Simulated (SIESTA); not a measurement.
**FeO (Wuestite) under changes of volume**

One of the cells (10.268 Å³/atom); the others are scaled copies at fixed shape and fractional positions:

```
CELL_PARAMETERS angstrom
1.52888 0.88270 2.53626
-1.52888 0.88270 2.53626
0.00000 -1.76540 2.53626
ATOMIC_POSITIONS crystal
Fe 0.00000 0.00000 0.00000
O 0.50000 0.50000 0.50000
```

| Property | Result |
| --- | --- |
| Program | SIESTA 5.4.2 |
| Functional | PBEsol |
| Potentials or basis | PseudoDojo 0.4 standard (PBEsol files) |
| Basis | DZP (energy shift 0.003 Ry; two zetas on semicore shells) |
| Grid cutoff | 800 Ry |
| Energy shift | 0.003 Ry |
| k mesh | 11 × 11 × 11 |
| Occupations | fermi-dirac, width 0.05 eV |
| Spin | collinear spin, ferromagnetic start |
| Starting moments | [3.0, 0.0] μB |

```csv
volume (Å³/atom),energy over the lowest point (meV/atom),pressure (GPa)
9.463,1.29,3.5
9.664,0.00,-1.2
9.866,4.14,-5.1
10.268,26.38,-12.0
10.470,43.44,-14.9
10.671,?,?
```

Question: What does the run at 10.671 Å³/atom give?

Answer: Energy over the lowest point 63.95 meV/atom; pressure -17.5 GPa.

Worked out: A Birch-Murnaghan fit of order 3 (a polynomial in V^(-2/3)) to the other rows has its minimum at 9.61 Å³/atom with B0 = V·E''(V) = 215 GPa and B' = 4.9 at fixed shape and positions, which overstates the stiffness. It gives 63.75 meV/atom at 10.671 Å³/atom, against the run's 63.95, and -dE/dV = -17.4 GPa, against -17.5.

Energies are extrapolated to zero smearing.

Caveats: short orbitals over semicore shells can move pressures by several GPa; the basis of atomic orbitals isn't converged, which shifts pressures, moduli and gaps; a cell with one magnetic atom can't hold antiferromagnetic order, which such compounds often take.
